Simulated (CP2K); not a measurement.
Set up this calculation in CP2K 2026.2, as the native input.

* Task: single point
* Functional: PBE
* Potentials or basis: POTENTIAL_UZH Cu GTH-PBE-q11; TZVP-MOLOPT-PBE-GTH basis
* Density cutoff: 6123 eV
* k mesh: 13 × 13 × 13
* Occupations: gaussian, width 0.1 eV
* Spin: no spin polarisation
* SCF solver: diagonalisation with k points
* Quickstep method: GPW
* EPS_DEFAULT: 1.0E-10
* EPS_SCF: 1.0E-6
* MAX_SCF: 100
* SCF_GUESS: ATOMIC
* k points reduced by the point group: yes
* Mesh centred on Gamma: yes
* CHOLESKY: OFF
* EPS_EIGVAL: 1.0E-7
* MIXING METHOD: BROYDEN_MIXING
* MIXING ALPHA: 0.4
* NBUFFER: 8
* NGRIDS: 4
* Basis sets: Cu TZVP-MOLOPT-PBE-GTH-q11
* Potentials: Cu GTH-PBE-q11 of POTENTIAL_UZH
* ADDED_MOS: [11]
* REL_CUTOFF (Ry): 60 Ry
* MIXING BETA (1/bohr): 1.5 1/bohr
* CUTOFF of the grids: 450 Ry

Cu:

```
Cu
1.0
     2.46108    0.00000    0.00000
    -0.92224    2.28175    0.00000
    -0.76942   -1.14087    2.04042
Cu
1
Direct
  0.00000 0.00000 0.00000
```

This isn't the form of Cu at room conditions, which is fcc.

The cell isn't the ideal one: the cell as VASP's run set it.

These files were run (other wordings do the same):

cu_scf.inp

```
&GLOBAL
  PROJECT cu_scf
  RUN_TYPE ENERGY_FORCE
  PRINT_LEVEL LOW
&END GLOBAL
&FORCE_EVAL
  METHOD QS
  STRESS_TENSOR ANALYTICAL
  &DFT
    BASIS_SET_FILE_NAME BASIS_MOLOPT_UZH
    POTENTIAL_FILE_NAME POTENTIAL_UZH
    &MGRID
      CUTOFF 450
      REL_CUTOFF 60
      NGRIDS 4
    &END MGRID
    &QS
      METHOD GPW
      EPS_DEFAULT 1.0E-10
    &END QS
    &KPOINTS
      SCHEME MONKHORST-PACK 13 13 13
      GAMMA_CENTERED T
      SYMMETRY T
      SYMMETRY_BACKEND SPGLIB
    &END KPOINTS
    &SCF
      SCF_GUESS ATOMIC
      EPS_SCF 1.0E-6
      MAX_SCF 100
      ADDED_MOS 11
      CHOLESKY OFF
      EPS_EIGVAL 1.0E-7
      &DIAGONALIZATION ON
        ALGORITHM STANDARD
      &END DIAGONALIZATION
      &MIXING ON
        METHOD BROYDEN_MIXING
        ALPHA 0.4
        BETA 1.5
        NBUFFER 8
      &END MIXING
      &SMEAR ON
        METHOD GAUSSIAN
        SIGMA [eV] 0.1
      &END SMEAR
    &END SCF
    &XC
      &XC_FUNCTIONAL PBE
      &END XC_FUNCTIONAL
    &END XC
    &PRINT
      &KPOINTS ON
      &END KPOINTS
      &MULLIKEN ON
      &END MULLIKEN
      &MO ON
        ENERGIES T
        OCCUPATION_NUMBERS T
        &EACH
          QS_SCF 0
        &END EACH
        ADD_LAST NUMERIC
      &END MO
    &END PRINT
  &END DFT
  &SUBSYS
    &CELL
      ABC 2.4610780700 2.4610780700 2.4610780700
      ALPHA_BETA_GAMMA 108.2180955395 108.2180955412 112.0076348897
      PERIODIC XYZ
    &END CELL
    &COORD
      Cu  0.0000000000 0.0000000000 0.0000000000
    &END COORD
    &KIND Cu
      BASIS_SET TZVP-MOLOPT-PBE-GTH-q11
      POTENTIAL GTH-PBE-q11
    &END KIND
    &PRINT
      &ATOMIC_COORDINATES ON
      &END ATOMIC_COORDINATES
      &CELL ON
      &END CELL
      &SYMMETRY ON
      &END SYMMETRY
    &END PRINT
  &END SUBSYS
  &PRINT
    &FORCES ON
    &END FORCES
    &STRESS_TENSOR ON
    &END STRESS_TENSOR
  &END PRINT
&END FORCE_EVAL
```

Potentials or basis: POTENTIAL_UZH Cu GTH-PBE-q11; TZVP-MOLOPT-PBE-GTH basis.

The run is started by

```sh
$ OMP_NUM_THREADS=1 cp2k.psmp -i cu_scf.inp -o cu_scf.out
```

Results of the run:

The pressure is 9.1 GPa and the band gap on the k mesh is none (metal or under the smearing width).

Caveat: the basis of atomic orbitals isn't converged, which shifts pressures, moduli and gaps.

It took 4.8 min on 1 thread of Arm Neoverse V1, on a shared host, peak memory 0.38 GiB.
